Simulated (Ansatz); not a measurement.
AlSb (zinc blende)

```yaml
crystal:
  lattice:
    - [0.00000, 3.07852, 3.07852]
    - [3.07852, 0.00000, 3.07852]
    - [3.07852, 3.07852, 0.00000]
  atoms:
    - { symbol: Sb, position: [0.75000, 0.75000, 0.75000] }
    - { symbol: Al, position: [0.00000, 0.00000, 0.00000] }
```

This relaxed cell (volume V₀) is scaled evenly in all directions, its shape held. Symmetry pins the atoms to their sites.

Calculation: PBEsol (plane waves to 420 eV, PAW, scalar-relativistic; Ansatz, a program for electronic structure). k mesh 13×13×13 (Γ-centred), Fermi-Dirac smearing 0.05 eV. Compression counts positive. AlSb was relaxed with its symmetry unable to fall. Spin-orbit coupling is left out, though Sb is heavy.

At one point of the scan the stress tensor (GPa) is:

```
  -2.75     0.00     0.00
   0.00    -2.75     0.00
   0.00     0.00    -2.75
```

Question: Which point is it?
A) V/V₀ = 1.060
B) V/V₀ = 1.020
C) V/V₀ = 1.040
D) V/V₀ = 1.080

Answer: A, V/V₀ = 1.060

(Under strain, the slope of the energy per volume gives the stress and its curvature an elastic modulus.)
